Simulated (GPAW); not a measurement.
Set up this calculation in GPAW 26.7.0, as an ASE script.

* Task: band structure
* Functional: LDA
* Potentials or basis: the program's PAW data sets (release 1.2.1) made for this functional, newer versions
* Cutoff: 800 eV
* Basis: pw
* k mesh: 8 × 8 × 8
* Occupations: fermi-dirac, width 0.05 eV
* Spin: collinear spin, ferromagnetic start
* Starting moments: [1.0, 0.0] μB
* Maxiter: 150
* Band path: GXWKGLUWLK,UX
* Band points: 100
* Data set: Ni v3

Crystal: NiO.

```xyz
2
Lattice="0.0000 2.0859 2.0859 2.0859 0.0000 2.0859 2.0859 2.0859 0.0000" Properties=species:S:1:pos:R:3 pbc="T T T"
Ni    0.0000    0.0000    0.0000
O     2.0859    2.0859    2.0859
```

These files were run (other wordings do the same):

run.py

```python
from ase import Atoms
from ase.dft.bandgap import bandgap
from ase.io import write
from ase.units import GPa
from gpaw import GPAW, PW

atoms = Atoms(['Ni', 'O'],
              cell=[[0.0, 2.0859016414, 2.0859016414],
                    [2.0859016414, 0.0, 2.0859016414],
                    [2.0859016414, 2.0859016414, 0.0]],
              scaled_positions=[[0.0, 0.0, 0.0],
                                [0.5, 0.5, 0.5]],
              pbc=True)
atoms.set_initial_magnetic_moments([1.0, 0.0])

calc = GPAW(mode=PW(800),
            xc='LDA',
            kpts={'size': (8, 8, 8), 'gamma': True},
            occupations={'name': 'fermi-dirac', 'width': 0.05},
            setups={'Ni': 'v3'},
            nbands=-11,
            convergence={'density': 1e-05, 'energy': 1e-05},
            maxiter=150,
            txt='gpaw.txt')
atoms.calc = calc
energy = atoms.get_potential_energy()
forces = atoms.get_forces()
stress = atoms.get_stress()
calc.write('gs.gpw')
write('result.traj', atoms)
print(f'Energy: {energy:.6f} eV')
print('Forces (eV/A):')
print(forces.round(4))
print('Stress (GPa):', (stress / GPa).round(3))
print('Moments:', calc.get_magnetic_moments().round(3))
print('Fermi level:', round(calc.get_fermi_level(), 4), 'eV')
print(f'Gap: {bandgap(calc)[0]:.4f} eV, direct: {bandgap(calc, direct=True)[0]:.4f} eV')

path = atoms.cell.bandpath('GXWKGLUWLK,UX', npoints=100, eps=1e-4)
bs_calc = calc.fixed_density(kpts=path, symmetry='off', nbands=-18,
                             convergence={'bands': 'CBM+6.0', 'eigenstates': 1e-6}, txt='bands.txt')
bs = bs_calc.band_structure()
bs.write('bs.json')
print(f'Gap on the path: {bandgap(bs_calc)[0]:.4f} eV')
```

Potentials or basis: the program's PAW data sets (release 1.2.1) made for this functional, newer versions, pw.

The run is started by

```console
$ OMP_NUM_THREADS=1 python run.py
```

It gave:

```json
{
  "Pressure": "-18.9 GPa",
  "Band gap along the path": "none (metal or under the smearing width)",
  "Net moment": "0.71 μB per cell",
  "Site moments": "Ni +0.59; O +0.08 μB"
}
```

Caveat: so large a pressure means that the cell lies far from this level's equilibrium, or that cutoff or potentials fall short; a cell with one magnetic atom can't hold antiferromagnetic order, which such compounds often take; semilocal functionals often make such compounds metallic where correlation or magnetic order opens a gap, which also shifts bond lengths.

It took 62 s on 1 thread of Arm Neoverse V1, with other jobs on the host, peak memory 0.31 GiB.
